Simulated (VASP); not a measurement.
TiS2:

```xyz
3
Lattice="3.4106 0.0000 0.0000 -1.7053 2.9537 0.0000 0.0000 0.0000 5.7387" Properties=species:S:1:pos:R:3 pbc="T T T"
Ti    0.0000    0.0000    0.0000
S     0.0000    1.9691    1.4055
S     1.7053    0.9846    4.3332
```

The cell was built by a generator and needn't be a form met in nature.

Base run:

* Program: VASP 6.6.1
* Functional: PBEsol
* Potentials or basis: VASP PAW PBE potentials, release 64 (Ti_sv, S)
* Cutoff: 520 eV
* k mesh: 6 × 6 × 4
* Occupations: fermi-dirac, width 0.02 eV
* Spin: no spin polarisation

Its results: band gap on the k mesh none (metal or under the smearing width); pressure -2.2 GPa; largest force 0.025 eV/Å.

Question: The run is repeated on the same cell with these changes: functional from PBEsol to PBE; further incar settings from ALGO = Fast; EDIFF = 1e-06; NBANDS = 19 to ALGO = Normal; EDIFF = 1e-06; NBANDS = 19. What comes out?

Answer: Band gap on the k mesh none (metal or under the smearing width); pressure 1.6 GPa; largest force 0.127 eV/Å.

Caveats: this functional lacks dispersion, which binds the layers, so the pressure and a relaxed spacing across them are unreliable; the PAW data sets were made with another functional, which shifts forces and pressure a little (some runs).
